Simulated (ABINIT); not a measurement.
A run of ABINIT 10.8.3 (patched build):

run.abi

```
# Datasets
ndtset 3

# Pseudopotentials
pp_dirpath "./"
pseudos "Al.upf, N.upf"

# Structure
acell 3*1.0
rprim
     5.8243913504     0.0000000000     0.0000000000
    -2.9121956657     5.0440708613     0.0000000000
     0.0000000000     0.0000000000     9.3241048336
ntypat 2
znucl 13 7
natom 4
typat 1 1 2 2
chkprim 0
chksymtnons 0
tolsym 1.0e-6
xred
            2/3            1/3   0.4990355100
            1/3            2/3  -0.0009644900
            2/3            1/3   0.8809644900
            1/3            2/3   0.3809644900

# Plane-wave basis
ecut 36.0
ecutsm 0.5

# k points
kptopt 1
ngkpt 6 6 4
nshiftk 1
shiftk 0.0 0.0 0.0
istwfk *1

# Exchange and correlation
ixc 7

# Bands and occupations
occopt 1

# SCF cycle
nstep 80
diemac 6.0

# Output
iomode 3
prteig 0
prtebands 0

# Dataset 1: ground state
nband1 8
tolvrs1 1.0e-12
prtden1 1
prtwf1 0

# Dataset 2: empty bands at fixed density
iscf2 -2
getden2 1
nband2 20
nbdbuf2 4
tolwfr2 1.0e-12
nstep2 120
prtden2 0

# Dataset 3: self-energy
optdriver3 4
getwfk3 2
nband3 16
ecutsigx3 36.0
ecutwfn3 36.0
symsigma3 1
gwcalctyp3 15
ixc_sigma3 -428
getden3 1
gw_qprange3 -12
```

Potentials or basis: PseudoDojo NC SR LDA v0.4.1 standard.

The run is started by

```sh
$ abinit run.abi > log 2>&1
```

Hardware: 1 thread of Arm Neoverse V1 (shared host).

Q: How long does it take, and how much memory?

A: It took 120 s on 1 thread of Arm Neoverse V1 (shared host), peak memory 0.37 GiB. Counts: scf iterations 10, k points 21, bands 20, plane waves 2840.
